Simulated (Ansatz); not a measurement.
The calculation used Ansatz, DFT PBE, scalar-relativistic, plane waves, PAW. Settings: cutoff 420 eV, Γ-centred meshes spaced at most about 0.3 Å⁻¹, and about 0.25 Å⁻¹ or finer for metals (2π included), Gaussian smearing. No spin polarisation in the final relaxations.

All energies are static (0 K, no zero-point motion). All come from trial cells, and lower structures may exist.

Question: These unrelaxed guesses for Al are each relaxed within their symmetry. Order them by the energy at which they end, lowest first.
A.

```
CELL_PARAMETERS angstrom
6.79104 0.00000 0.00000
-3.39552 5.88122 0.00000
0.00000 0.00000 5.03843
ATOMIC_POSITIONS crystal
Al 0.33333 0.66667 0.23802
Al 0.33333 0.66667 0.76198
Al 0.66667 0.33333 0.76198
Al 0.66667 0.33333 0.23802
Al 0.32491 0.00000 0.63169
Al 0.00000 0.32491 0.63169
Al 0.67509 0.67509 0.63169
Al 0.00000 0.67509 0.36831
Al 0.67509 0.00000 0.36831
Al 0.32491 0.32491 0.36831
```

B.

```
CELL_PARAMETERS angstrom
-3.63301 3.63301 2.17254
3.63301 -3.63301 2.17254
3.63301 3.63301 -2.17254
ATOMIC_POSITIONS crystal
Al 0.50000 0.50000 0.00000
Al 0.25000 0.75000 0.50000
Al 0.82518 0.62500 0.70018
Al 0.92482 0.12500 0.29982
Al 0.37500 0.17482 0.29982
Al 0.87500 0.07518 0.70018
```

Answer: B (ends in Fd-3m, 0 meV/atom), A (ends in P6/mmm, 0.32 eV/atom).

Cells relaxed within their symmetry can be saddle points. The part of the Crystallography Open Database at hand lists Al in space groups No. 225, 229; no cell shown has one of them. Some candidate types were left out of the draw beforehand, so a known form may be missing.
